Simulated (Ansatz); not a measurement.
**Gradients in TaN at several cell volumes**

Reference cell: a COD entry, whose atoms a relaxation with PBE at fixed cell left in place.

Space group P6/mmm (No. 191); a = 5.1850, c = 2.9080 Å, γ = 120.00°.

```
site  Wyckoff  site symmetry       x       y       z
 Ta1       1a          6/mmm  0.0000  0.0000  0.0000
 Ta2       2d           -6m2  0.3333  0.6667  0.5000
   N       3f            mmm  0.5000  0.0000  0.0000
```

One atom of each set is listed.

Method: Kohn–Sham DFT in Ansatz, PBE, plane waves and PAW, scalar-relativistic, collinear spin, 420 eV cutoff, Γ-centred 10×10×16 k-points, Fermi–Dirac smearing 0.05 eV. Start moments as typed (μB): 2 on each Ta, none on the rest.

The cell is scaled uniformly, and the ions relax again at each size.

| V/V₀ | Ta1 V_zz (η) | Ta2 V_zz (η) | N V_zz (η) |
| --- | --- | --- | --- |
| 0.94 | -46.9 (0.00) | -42.0 (0.00) | 3.14 (0.77) |
| 0.96 | -46.8 (0.00) | -40.6 (0.00) | 3.07 (0.78) |
| 0.98 | ? | ? | ? |
| 1.00 | -46.4 (0.00) | -38.2 (0.00) | 2.93 (0.80) |
| 1.02 | -46.2 (0.00) | -37.0 (0.00) | 2.86 (0.82) |
| 1.04 | -46.0 (0.00) | -36.0 (0.00) | 2.79 (0.83) |
| 1.06 | -45.7 (0.00) | -34.9 (0.00) | 2.72 (0.84) |

Q: Fill in the row for V/V₀ = 0.98 (V_zz in 10²¹ V/m²).

A: Ta1: -46.6 (0.00), Ta2: -39.4 (0.00), N: 3.00 (0.79). Worked for Ta1: a power law through the other 6 rows, |V_zz| = 46.4 × (V/V₀)^-0.21, gives 46.6 at V/V₀ = 0.98, against 46.6 from the run (-0.1 %). Logarithmic slopes d ln|V_zz|/d ln V over the series: Ta1 -0.2, Ta2 -1.5, N -1.2. Point charges on a uniformly scaled lattice would give −1; charge that moves in the bonds makes the difference.

At this cell the PBE pressure is 10 GPa, so with PBE the cell would grow if it were relaxed. The entry's cell may itself be off. With no gap above 0.1 eV, as in a metal, the gradients converge slowly in k; expect changes of a tenth or more on a denser mesh. Without spin–orbit coupling the gradients at and beside Ta can be off by some per cent, at some sites by more. With these PAW files V_zz is typically within 2 to 3 % of all-electron values, but misses above 10 % occur on Ta. The start moments die out, and the run ends without spin.
